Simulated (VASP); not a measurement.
**Ge: equation of state with LDA**

Crystal: Ge.

```
Ge
1.0
    -2.54078    2.54078    1.38909
     2.54078   -2.54078    1.38909
     2.54078    2.54078   -1.38909
Ge
2
Direct
  0.50000 0.50000 0.00000
  0.25000 0.75000 0.50000
```

This isn't the form of Ge at room conditions, which is diamond.

```yaml
Program: VASP 6.6.1
Task: equation of state
Functional: LDA
Potentials_or_basis: VASP PAW LDA potentials, release 64 (Ge_d)
Cutoff: 520 eV
k_mesh: 10 × 10 × 10
Occupations: fermi-dirac, width 0.05 eV
Spin: no spin polarisation
```

```yaml
Equilibrium_volume: 17.95 Å³/atom
Bulk_modulus_at_fixed_shape_and_positions: 83 GPa
Pressure_derivative_of_the_bulk_modulus: "4.5 (rough: it moves with the points fitted)"
```

Energy against volume, from the lowest point:
```csv
volume (Å³/atom),energy (meV/atom)
17.217,8.48
17.576,2.15
17.935,0.00
18.293,1.60
18.652,6.55
```

All runs of the series together: 4.3 min on 1 thread of Intel(R) Xeon(R) Platinum 8488C (Sapphire Rapids), with other jobs on the host.

Caveat: the cell was scaled at fixed shape and fractional positions, which overstates the stiffness of a crystal with free parameters, most of all of layers and chains.
